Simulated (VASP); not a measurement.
# BaTiO3 (P4mm) in VASP: a series of runs

One crystal, BaTiO3, is run at these levels: PBE; tasks: single point.

Program: VASP 6.6.1. These are calculated values, not measurements. Logs are shortened: lines on timing, memory, paths and dates and some standing lists are left out, and cuts for length are marked.

## Step 1: The crystal as given

It takes space group P4mm (No. 99, tetragonal). The conventional cell has a = 4.000 Å, b = 4.000 Å, c = 4.018 Å, α = 90.00°, β = 90.00°, γ = 90.00°. Around Ba (site symmetry 4mm) lie 12 O at 2.79 to 2.88 Å. Around Ti (site symmetry 4mm) lie 6 O at 1.89 to 2.13 Å. O (site symmetry 2mm) has 2 Ti at 2.00 Å as nearest neighbours. O (site symmetry 4mm) has 2 Ti at 1.89 to 2.13 Å as nearest neighbours.

## Step 2: Single point, PBE

Contents of INCAR:

```
SYSTEM = BaTiO3
PREC = Accurate ; ENCUT = 460
EDIFF = 1E-7 ; ISMEAR = 0
SIGMA = 0.05 ; LREAL = .False.
LASPH = .True. ; NELM = 100
ALGO = Normal ; ISIF = 2
LWAVE = .False. ; LCHARG = .False.
GGA = PE ; NBANDS = 28
ADDGRID = .True.
```

Contents of KPOINTS:

```
regular mesh
0
Gamma
  5 5 5
  0 0 0
```

Contents of POSCAR:

```
BaTiO3
1.0
    3.9998000000      0.0000000000      0.0000000000
    0.0000000000      3.9998000000      0.0000000000
    0.0000000000      0.0000000000      4.0180000000
Ba Ti O
1 1 3
Direct
    0.0050340000     -0.0151990000     -0.0081960000
    0.5109990000      0.5026790000      0.4796360000
   -0.0079330000      0.4990990000      0.5319510000
    0.5087000000     -0.0034200000      0.5100070000
    0.5274750000      0.4823970000      0.0100750000
```

Potentials or basis: VASP PAW PBE potentials, release 64 (Ba_sv, Ti_sv, O).

Launch:

```sh
> cat potpaw_PBE.64/Ba_sv/POTCAR potpaw_PBE.64/Ti_sv/POTCAR potpaw_PBE.64/O/POTCAR > POTCAR
> mpirun -np 1 vasp_std > vasp.out
```

OUTCAR:

```text
SYSTEM = BaTiO3
   PREC = Accurate
   ENCUT = 460
   EDIFF = 1E-7
   ISMEAR = 0
   LREAL = .False.
   LASPH = .True.
   NELM = 100
   ISIF = 2
   GGA = PE

 Found     63 irreducible k-points:

 Following reciprocal coordinates:
            Coordinates               Weight
  0.000000  0.000000  0.000000      1.000000
  0.200000  0.000000  0.000000      2.000000
  0.000000  0.200000  0.000000      2.000000
  0.400000  0.000000  0.000000      2.000000
  0.000000  0.400000  0.000000      2.000000
  0.200000  0.200000  0.000000      2.000000
   k-points           NKPTS =     63   k-points in BZ     NKDIM =     63   number of bands    NBANDS=     28
   number of dos      NEDOS =    301   number of ions     NIONS =      5
   total plane-waves  NPLWV =  21952
   dimension x,y,z NGX =    28 NGY =   28 NGZ =   28
   dimension x,y,z NGXF=    56 NGYF=   56 NGZF=   56
   ions per type =               1   1   3
   NGX,Y,Z   is equivalent  to a cutoff of  11.64, 11.64, 11.59 a.u.
   NGXF,Y,Z  is equivalent  to a cutoff of  23.28, 23.28, 23.17 a.u.
 SYSTEM =  BaTiO3
   PREC   = accura    normal or accurate (medium, high low for compatibility)
   ISTART =      0    job   : 0-new  1-cont  2-samecut
   ICHARG =      2    charge: 1-file 2-atom 10-const
   ISPIN  =      1    spin polarized calculation?
   LNONCOLLINEAR =      F non collinear calculations
   LSORBIT =      F    spin-orbit coupling
   LASPH  =      T    aspherical Exc in radial PAW
   ENCUT  =  460.0 eV  33.81 Ry    5.81 a.u.   6.99  6.99  7.03*2*pi/ulx,y,z
   NELM   =    100;   NELMIN=  2; NELMDL= -5     # of ELM steps
   EDIFF  = 0.1E-06   stopping-criterion for ELM
   LREAL  =      F    real-space projection
   EDIFFG = 0.1E-05   stopping-criterion for IOM
   NSW    =      0    number of steps for IOM
   IBRION =     -1    ionic relax: 0-MD 1-quasi-New 2-CG
   NFREE  =      0    steps in history (QN), initial steepest desc. (CG)
   ISIF   =      2    stress and relaxation
   ISYM   =      2    0-nonsym 1-usesym 2-fastsym
   POTIM  = 0.5000    time-step for ionic-motion
   TEBEG  =    0.0;   TEEND  =   0.0 temperature during run
   PSTRESS=    0.0 pullay stress
   NELECT =      40.0000    total number of electrons
   NUPDOWN=      -1.0000    fix difference up-down
   EMIN   =  10.00;   EMAX   =-10.00  energy-range for DOS
   EFERMI =   0.00;   METHOD = LEGACY
   ISMEAR =     0;   SIGMA  =   0.05  broadening in eV -4-tet -1-fermi 0-gaus
   EFERMI_NEDOS =   21; number of points for ismear=-14 and -15
   IALGO  =     38    algorithm
   IMIX   =      4    mixing-type and parameters
     AMIX     =   0.40;   BMIX     =  1.00
     AMIX_MAG =   1.60;   BMIX_MAG =  1.00
  volume/ion in A,a.u.               =      12.86        86.76
  Fermi-wavevector in a.u.,A,eV,Ry     =   1.397653  2.641181 26.578078  1.953434
  Thomas-Fermi vector in A             =   2.520888
   LORBIT       =      0    0 simple, 1 ext, 2 COOP (PROOUT), +10 PAW based schemes
   GGA     = PE    functional components
   LHFCALC =     F    Hartree Fock is set to
   AEXX    =    0.0000 exact exchange contribution
   IVDW    =     0    specifies the selected vdW correction
   LEPSILON=     F    determine dielectric tensor
   LRPA    =     F    only Hartree local field effects (RPA)
 non-spin polarized calculation
 Gauss-broadening in eV      SIGMA  =   0.05
  energy-cutoff  :      460.00
  volume of cell :       64.28
 maximum number of plane-waves:      1450
   NGX = 13   NGY = 13   NGZ = 15

 number of electron      40.0000001 magnetization

 Free energy of the ion-electron system (eV)
  ---------------------------------------------------
  ext. energy  EPLUGINS =         0.00000000
  ---------------------------------------------------
  free energy    TOTEN  =       -39.88329886 eV

  energy without entropy =      -39.88329886  energy(sigma->0) =      -39.88329886

 E-fermi :   3.9809     XC(G=0): -11.2385

 val. band max:        3.6783103214   @ k =  -0.4000   0.4000   0.4000
 cond. band min:       5.6934547878   @ k =   0.0000   0.0000   0.0000
 fundamental gap:      2.0151444664
 Fermi energy:         3.9808588352

 k-point     1 :       0.0000    0.0000    0.0000
  band No.  band energies     occupation
      1     -52.7282      2.00000
      2     -28.9700      2.00000
      3     -28.9546      2.00000
      4     -28.9427      2.00000
      5     -21.0029      2.00000
      6     -13.0790      2.00000
[... 20 lines left out ...]
     27       8.9585      0.00000
     28      11.0779      0.00000

 k-point     2 :       0.2000    0.0000    0.0000
  band No.  band energies     occupation
      1     -52.7280      2.00000
      2     -28.9733      2.00000
      3     -28.9684      2.00000
      4     -28.9420      2.00000
      5     -20.9622      2.00000
      6     -13.1209      2.00000
[... 20 lines left out ...]
     27       9.6466      0.00000
     28      11.9741      0.00000

 k-point     3 :       0.0000    0.2000    0.0000
  band No.  band energies     occupation
      1     -52.7280      2.00000
      2     -28.9694      2.00000
      3     -28.9609      2.00000
      4     -28.9539      2.00000
      5     -20.9615      2.00000
      6     -13.1291      2.00000
[... 20 lines left out ...]
     27       9.6339      0.00000
     28      11.9615      0.00000

 k-point     4 :       0.4000    0.0000    0.0000
  band No.  band energies     occupation
      1     -52.7275      2.00000
      2     -29.0013      2.00000
      3     -28.9679      2.00000
      4     -28.9409      2.00000
      5     -20.8947      2.00000
      6     -13.2767      2.00000
[... 20 lines left out ...]
     27      11.0938      0.00000
     28      12.1482      0.00000

 k-point     5 :       0.0000    0.4000    0.0000
  band No.  band energies     occupation
      1     -52.7275      2.00000
      2     -28.9904      2.00000
      3     -28.9680      2.00000
      4     -28.9528      2.00000
      5     -20.8926      2.00000
      6     -13.2984      2.00000
[... 20 lines left out ...]
     27      11.0380      0.00000
     28      12.0568      0.00000

 k-point     6 :       0.2000    0.2000    0.0000
  band No.  band energies     occupation
      1     -52.7276      2.00000
      2     -28.9725      2.00000
      3     -28.9678      2.00000
      4     -28.9600      2.00000
      5     -20.9256      2.00000
      6     -13.0905      2.00000
[... 20 lines left out ...]
     27      10.3236      0.00000
     28      12.1409      0.00000

 [... further k-points ...]

------------------------ aborting loop because EDIFF is reached ----------------------------------------

  FORCE on cell =-STRESS in cart. coord.  units (eV):
  Direction    XX          YY          ZZ          XY          YZ          ZX
  --------------------------------------------------------------------------------------
  -------------------------------------------------------------------------------------
  Total        1.4404857      1.5251307      1.8692039      0.0439579     -0.0278316     -0.0555007
  in kB       35.9031919     38.0129128     46.5887187      1.0956225     -0.6936859     -1.3833208
  external PRESSURE =      40.1682745 kB  Pullay stress =       0.0000000 kB

 VOLUME and BASIS-vectors are now :
 -----------------------------------------------------------------------------
  energy-cutoff  :      460.00
  volume of cell :       64.28
      direct lattice vectors                 reciprocal lattice vectors
     3.999800000  0.000000000  0.000000000     0.250012501  0.000000000  0.000000000
     0.000000000  3.999800000  0.000000000     0.000000000  0.250012501  0.000000000
     0.000000000  0.000000000  4.018000000     0.000000000  0.000000000  0.248880040

 POSITION                                       TOTAL-FORCE (eV/Angst)
 -----------------------------------------------------------------------------------
      0.02013      3.93901      3.98507         0.135600      0.362327      0.147198
      2.04389      2.01062      1.92718         0.298530     -0.201625      0.061445
      3.96807      1.99630      2.13738         0.644819     -0.073867     -0.688339
      2.03470      3.98612      2.04921        -0.354045     -0.365151     -0.226184
      2.10979      1.92949      0.04048        -0.724905      0.278316      0.705880
 -----------------------------------------------------------------------------------
    total drift:                                0.000057      0.000049      0.000082

  FREE ENERGIE OF THE ION-ELECTRON SYSTEM (eV)
  ---------------------------------------------------
  free  energy   TOTEN  =       -39.8832988644 eV

  energy  without entropy=      -39.8832988644  energy(sigma->0) =      -39.88329886
```

Run time: 98 s. Hardware: 1 thread of Intel Xeon Platinum 8488C (Sapphire Rapids), shared host; peak memory 0.29 GiB.

These settings aren't checked as converged: the numbers below hold their error.

What came out:

| Item | Value |
| --- | --- |
| Free energy | -39.8833 eV |
| Pressure | 4.0 GPa |
| Largest force | 1.049 eV/Å |
| Band gap on the k mesh | 2.02 eV, indirect (least direct gap 2.15 eV) |

Caveat: the cutoff is under 1.25 times the usual one of these potentials, so pressure, stress and relaxed cells hold a basis-set (Pulay) error; spin-orbit coupling is left out, which moves the levels of the heavy elements; an odd mesh through Γ misses points on the zone boundary, where band edges often lie.

(Part 1 of 2 ends here.)
